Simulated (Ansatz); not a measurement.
Take BeO in the wurtzite structure (space group P6_3mc, No. 186) as the base.

```cif
data_Be2O2
_chemical_formula_sum 'Be2 O2'
_space_group_name_H-M_alt 'P 1'
_space_group_IT_number 1
_cell_length_a 2.69049
_cell_length_b 2.69049
_cell_length_c 4.36988
_cell_angle_alpha 90.000
_cell_angle_beta 90.000
_cell_angle_gamma 120.000
loop_
_space_group_symop_operation_xyz
  'x, y, z'
loop_
_atom_site_label
_atom_site_type_symbol
_atom_site_fract_x
_atom_site_fract_y
_atom_site_fract_z
_atom_site_occupancy
Be1 Be 0.66667 0.33333 0.00145 1
Be2 Be 0.33333 0.66667 0.50145 1
O1 O 0.66667 0.33333 0.62375 1
O2 O 0.33333 0.66667 0.12375 1
```

Method: r2SCAN/PAW in Ansatz (a program for electronic structure), no spin-orbit coupling.

Carriers are added at fixed cell with a uniform background; the Fermi–Dirac width is that of 300 K.

One change was made to it. Results:

| quantity | base | after |
|---|---|---|
| Fermi level relative to the doped band's edge (positive inside the band; to 0.05 eV) | – | +1.40 eV |
| gap between the host's bands | 8.55 eV | 8.44 eV |
| gap character | direct at Γ | direct at Γ |

**Question.** Which change produced these results?
A) electrons 1.5×10^21 cm⁻³
B) holes 7.0×10^21 cm⁻³
C) holes 1.5×10^21 cm⁻³
D) electrons 7.0×10^21 cm⁻³
E) holes 5.0×10^21 cm⁻³

**Answer.** D, electrons 7.0×10^21 cm⁻³. For comparison, the Fermi level from band edge in the other runs: holes 7.0×10^21 cm⁻³ gives +0.30 eV; electrons 1.5×10^21 cm⁻³ gives +0.70 eV; holes 1.5×10^21 cm⁻³ gives +0.15 eV; holes 5.0×10^21 cm⁻³ gives +0.25 eV.

Carriers are added with a uniform compensating background; total energy and stress of such cells depend on the potential's zero and are not compared; many-body gap narrowing is missing at this level. Semilocal Kohn–Sham gaps tend to fall short of experiment. Stability against distortions was not tested.
